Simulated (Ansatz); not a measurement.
# CuO: the cost of one run

Computed with Ansatz 0.2.0 (DFT PBE, scalar-relativistic, plane waves, PAW, unless a step's input says otherwise).

## Step 1: Starting point

The structure is orthorhombic, space group Cccm (No. 66). The conventional cell has a = 4.165 Å, b = 4.175 Å, c = 5.152 Å, α = 90.00°, β = 90.00°, γ = 90.00°. Cu (site symmetry 2/m) has 4 O at 1.96 Å as nearest neighbours. O (site symmetry 222) has 4 Cu at 1.96 Å as nearest neighbours.

Structure file:

```
Cu O
1.0
     2.08106   -2.08228    0.16315
     2.08106    2.08228    0.16315
    -0.40300    0.00000    5.13603
Cu O
2 2
Direct
  0.00000 0.50000 0.00000
  0.50000 0.00000 0.50000
  0.50001 0.49999 0.25000
  0.49999 0.50001 0.75000
```

An earlier run at PBE left this cell at 11.197 Å³/atom and 0.00 GPa (12×12×8 mesh).

## Step 2: Ferromagnetic, larger cell

input.yaml

```yaml
crystal:
  lattice:
    - [3.7591093457, 0.0, 5.4623252836]
    - [0.0, -4.164566017, 0.0]
    - [4.5651111343, 0.0, -4.8097293228]
  atoms:
    - { symbol: Cu, position: [0.125, -0.25, 0.125], spin: 1.0 }
    - { symbol: Cu, position: [0.375, 0.25, -0.125], spin: 1.0 }
    - { symbol: O, position: [0.375, 1.33258e-05, 0.125] }
    - { symbol: O, position: [0.625, -1.33258e-05, -0.125] }
    - { symbol: Cu, position: [0.375, 0.25, 0.375], spin: 1.0 }
    - { symbol: Cu, position: [0.625, 0.75, 0.125], spin: 1.0 }
    - { symbol: O, position: [0.625, 0.5000133258, 0.375] }
    - { symbol: O, position: [0.875, 0.4999866742, 0.125] }
    - { symbol: Cu, position: [0.625, -0.25, 0.625], spin: 1.0 }
    - { symbol: Cu, position: [0.875, 0.25, 0.375], spin: 1.0 }
    - { symbol: O, position: [0.875, 1.33258e-05, 0.625] }
    - { symbol: O, position: [1.125, -1.33258e-05, 0.375] }
    - { symbol: Cu, position: [0.875, 0.25, 0.875], spin: 1.0 }
    - { symbol: Cu, position: [1.125, 0.75, 0.625], spin: 1.0 }
    - { symbol: O, position: [1.125, 0.5000133258, 0.875] }
    - { symbol: O, position: [1.375, 0.4999866742, 0.625] }
basis:
  ecutwfc: 420
  ecutrho_ratio: 4
kpoints:
  mp_grid: { grid: [4, 6, 4] }
hamiltonian:
  xc: pbe
scf:
  occupations: { method: gaussian, width: 0.05 }
  lower_state_search: "off"
output:
  forces: true
  stress: true
  eigenvalues: true
  populations: true
magnetization:
  spin_polarized: true
```

Command:

```
$ ansatz run input.yaml --threads 4 --pin off --max-ram 10240MiB --backend cpu --events-out ev --progress --plain --runs-dir out
```

Q: Estimate wall time and peak memory on 4 threads of Arm Neoverse V2, shared host.

About 64 s, with a peak of 1.5 GiB.
